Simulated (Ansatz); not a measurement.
The system is CdTe.

```
CELL_PARAMETERS angstrom
0.00000 3.20500 3.20500
3.20500 0.00000 3.20500
3.20500 3.20500 0.00000
ATOMIC_POSITIONS crystal
Te 0.75000 0.75000 0.75000
Cd 0.00000 0.00000 0.00000
```

Base run:

* Program: Ansatz 0.2.0
* Functional: PBEsol
* Potentials or basis: all-electron LAPW, non-relativistic
* Cutoff: 260 eV (chosen from the basis error)
* Basis error allowed: 0.001 eV/atom
* k mesh: 7 × 7 × 7
* Occupations: fermi-dirac, width 0.05 eV
* Spin: no spin polarisation

Its results: band gap on the k mesh 1.93 eV, direct; pressure 3.7 GPa.

Problem. The run is repeated on the same cell with these changes: potentials or basis from all-electron LAPW, non-relativistic to all-electron LAPW, inner shells corrected to Dirac's equation. What comes out?

Solution. Band gap on the k mesh 0.76 eV, direct; pressure 1.7 GPa.

Caveats: spin-orbit coupling is left out, which moves the levels of the heavy elements; relativity is left out, which matters for the heavier elements (some runs).
